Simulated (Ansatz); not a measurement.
The system is SiO2.

```
Si O
1.0
     4.97559    0.00000    0.00000
     0.00000    4.97559    0.00000
     0.00000    0.00000    6.90089
Si O
4 8
Direct
  0.80325 0.80325 0.50000
  0.69675 0.30325 0.25000
  0.30325 0.69675 0.75000
  0.19675 0.19675 0.00000
  0.76176 0.11039 0.43204
  0.88961 0.23824 0.06796
  0.11039 0.76176 0.56796
  0.26176 0.38961 0.81796
  0.23824 0.88961 0.93204
  0.73824 0.61039 0.31796
  0.38961 0.26176 0.18204
  0.61039 0.73824 0.68204
```

The cell comes from a database or a generator and needn't be the stable form of this composition.

Base run:

```yaml
Program: Ansatz 0.2.0
Functional: r2SCAN
Potentials_or_basis: Ansatz PAW
Cutoff: "500 eV (not typed: the program's choice for these potentials)"
k_mesh: 6 × 6 × 4
Occupations: fermi-dirac, width 0.05 eV
Spin: no spin polarisation
```

Its results: band gap on the k mesh 6.35 eV, direct; pressure 0.1 GPa; largest force 0.033 eV/Å.

Task: The run is repeated on the same cell with these changes: functional from r2SCAN to LDA; cutoff from 500 eV (not typed: the program's choice for these potentials) to 420 eV (not typed: the program's choice for these potentials). What comes out?

Result: Band gap on the k mesh 5.49 eV, direct; pressure -1.6 GPa; largest force 0.089 eV/Å.

r2SCAN gives the wider gap, since meta-GGAs in the generalised Kohn-Sham scheme recover part of the derivative discontinuity.

Caveats: the PAW data sets come from PBE, with cores solved anew for the run's functional, which leaves a small shift of forces and pressure.
